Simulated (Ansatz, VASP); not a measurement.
Li: VASP beside Ansatz

Contents of INCAR:

```
ALGO = Normal
EDIFF = 1E-7
EDIFFG = -0.005
ENCUT = 600
GGA = PE
IBRION = 2
ISIF = 3
ISMEAR = 0
LASPH = True
LCHARG = False
LREAL = False
LWAVE = False
NELM = 80
NSW = 100
PREC = Accurate
SIGMA = 0.1
```

KPOINTS

```
k-points
0
Gamma
  16 16 16
```

The input POSCAR:

```
Li
1.0
   -1.7546500000      1.7546500000      1.7546500000
    1.7546500000     -1.7546500000      1.7546500000
    1.7546500000      1.7546500000     -1.7546500000
Li
1
Direct
    0.0000000000      0.0000000000      0.0000000000
```

Input for Ansatz:

```yaml
crystal:
  lattice:
    - [-1.75465, 1.75465, 1.75465]
    - [1.75465, -1.75465, 1.75465]
    - [1.75465, 1.75465, -1.75465]
  atoms:
    - { symbol: Li, position: [0.0, 0.0, 0.0] }
basis:
  ecutwfc: 420
kpoints:
  mp_grid: { grid: [16, 16, 16] }
hamiltonian:
  xc: pbe
scf:
  occupations: { method: gaussian, width: 0.1 }
output:
  forces: true
  stress: true
  eigenvalues: true
  write_density: true
  write_potential: true
  elf: true
  volumetric_format: npy
relax:
  adjacent_minimum: "off"
  f_tol: 0.005
  max_steps: 80
  cell: { stress_tol: 0.05 }
```

Alike in both runs: task relaxation of cell and atoms; functional PBE; k mesh 16 × 16 × 16; occupations gaussian, width 0.1 eV; no spin polarisation.

|  | VASP | Ansatz |
| --- | --- | --- |
| version | VASP 6.6.1 | Ansatz 0.2.0 |
| potentials or method | VASP PAW PBE potentials, release 64 (Li_sv) | scalar-relativistic, plane waves, PAW |
| plane-wave cutoff (eV) | 600 | 420 |
| valence electrons in the cell | 3 | 3 |

VASP gave:

- gap on the k mesh at the Fermi level, each at its own relaxed structure (eV): none
- relaxed volume (Å³/atom): 20.03
- relaxed cell length with the largest relative difference (Å): 2.963
- energy change over the relaxation (meV/atom): -5

Problem. Which values does Ansatz return?

Solution. gap on the k mesh at the Fermi level, each at its own relaxed structure (eV): none; relaxed volume (Å³/atom): 20.21; relaxed cell length with the largest relative difference (Å): 2.972; energy change over the relaxation (meV/atom): -4.

A gap of «none» marks a metal or a gap that the smearing closes.

Caveats: the cutoff is under 1.25 times the usual one of these potentials, so pressure, stress and relaxed cells hold a basis-set (Pulay) error (VASP).
